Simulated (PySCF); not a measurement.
An unknown gives this computed stick spectrum. Computed with TDDFT wB97X-D/def2-SVPD, vertical, gas phase, core orbitals frozen in the response (PySCF). Geometries: PBE0-D3(BJ)/def2-SVP, one conformer each.

```
state  E (eV)       f  main configurations (H = HOMO, L = LUMO)
   S1    3.31  0.0000                               H-1→L (92%)
   S2    4.60  0.0026                              H-2→L (100%)
   S3    4.72   0.624                                 H→L (95%)
   S4    5.92  0.0008                             H-1→L+1 (98%)
   S5    5.94   0.020                               H→L+1 (99%)
   S6    6.16  0.0000                               H-3→L (90%)
   S7    7.06  0.0000                             H-1→L+3 (74%)
   S8    7.14  0.0016                  H-4→L (58%), H→L+3 (36%)
   S9    7.17  0.0003                               H-5→L (91%)
  S10    7.28  0.0002                               H→L+2 (89%)
```

Triplets computed (Tamm–Dancoff): 2.38, 2.90, 3.51, 4.83 eV.

Question: Which candidate is it? All have the formula C7H6O.
A. `C#CCc1ccco1`
B. `O=CC1=CC=CC=C1`
C. `C=C1C=CC(=O)C=C1`

Answer: C. Its S1, at 3.31 eV, is the lowest among the candidates; the nearest of the others has S1 at 3.90 eV. S1 is HOMO-1→LUMO (92%). Löwdin shares by element: HOMO carbon 48% or more, oxygen 16% (atoms not listed hold the other 35%); LUMO carbon 45% or more, oxygen 15% (atoms not listed hold the other 39%). At the same level the other candidates give, for their lowest levels:
- `C#CCc1ccco1`: 6.14 eV (f 0.284); 6.55 eV (f 0.006); 6.65 eV (f 0.005); 6.82 eV (f 0.001); 6.85 eV (f 0.003); T1 4.07 eV; HOMO -8.37, LUMO 1.87 eV
- `O=Cc1ccccc1`: 3.90 eV (f 0.000); 5.00 eV (f 0.019); 5.43 eV (f 0.250); 6.61 eV (f 0.263); 6.63 eV (f 0.000); T1 3.41 eV; HOMO -9.53, LUMO -0.25 eV
